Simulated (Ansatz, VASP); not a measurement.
Se: VASP beside Ansatz

The input run.py:

```python
from ase import Atoms
from ase.calculators.vasp import Vasp
from ase.dft.bandgap import bandgap

atoms = Atoms(
    ['Se', 'Se', 'Se'],
    cell=[[4.3662, 0.0, 0.0], [-2.1831, 3.781240118, 0.0], [0.0, 0.0, 4.9536]],
    scaled_positions=[[0.7746, 0.7746, 0.0], [0.0, 0.2254, 0.6666666667], [0.2254, 0.0, 0.3333333333]],
    pbc=True,
)
calc = Vasp(
    directory='calc',
    xc='pbe',
    pp='PBE',
    setups='materialsproject',
    prec='Accurate',
    encut=520,
    ediff=1e-06,
    ismear=0,
    sigma=0.02,
    lreal=False,
    lasph=True,
    nelm=60,
    algo='Normal',
    isif=2,
    lwave=False,
    lcharg=False,
    kpts=[7, 7, 6],
    gamma=True,
)
atoms.calc = calc

print('energy (eV):', atoms.get_potential_energy())
print('free energy (eV):', atoms.get_potential_energy(force_consistent=True))
print('forces (eV/A):')
print(atoms.get_forces())
print('stress (eV/A^3, Voigt):', atoms.get_stress())
print('Fermi level (eV):', calc.get_fermi_level())
gap, top, bottom = bandgap(calc)
print('band gap (eV):', gap, 'from (spin, k, band)', top, 'to', bottom)
```

The input input.yaml:

```yaml
crystal:
  lattice:
    - [4.3662, 0.0, 0.0]
    - [-2.1831, 3.781240118, 0.0]
    - [0.0, 0.0, 4.9536]
  atoms:
    - { symbol: Se, position: [0.7746, 0.7746, 0.0] }
    - { symbol: Se, position: [0.0, 0.2254, 0.6666666667] }
    - { symbol: Se, position: [0.2254, 0.0, 0.3333333333] }
hamiltonian:
  xc: pbe
  pseudopotentials: { kind: paw }
kpoints:
  mp_grid: { grid: [7, 7, 6] }
scf:
  occupations: { method: gaussian, width: 0.02 }
output:
  forces: true
  stress: true
  eigenvalues: true
```

Alike in both runs: task single point; functional PBE; k mesh 7 × 7 × 6; occupations gaussian, width 0.02 eV; no spin polarisation.

```csv
,VASP,Ansatz
version,VASP 6.6.1,Ansatz 0.2.0
potentials or method,"VASP PAW PBE potentials, release 64 (Se)",Ansatz PAW
plane-wave cutoff (eV),520,420
valence electrons in the cell,18,48
```

Ansatz gave:

```
gap on the k mesh at the Fermi level (eV)       : 1.21
least direct gap on the mesh (eV)               : 1.48
pressure (GPa)                                  : 2.8
largest component of the traceless stress (GPa) : 1.18
rms of the force components (eV/Å)              : 0.232
```

Q: Estimate VASP's values.

A: gap on the k mesh at the Fermi level (eV): 1.21; least direct gap on the mesh (eV): 1.47; pressure (GPa): 2.9; largest component of the traceless stress (GPa): 1.23; rms of the force components (eV/Å): 0.251.

Atom by atom the forces differ by 0.019 eV/Å (rms over components). The two sets of potentials don't hold the same shells in valence.

Caveats: an odd mesh through Γ misses points on the zone boundary, where band edges often lie (VASP); odd divisions of the mesh miss points on the zone boundary, where band edges often lie, so the gap on the mesh can be too wide (Ansatz). A hybrid or GW would open this gap; PBE tends to underestimate it.
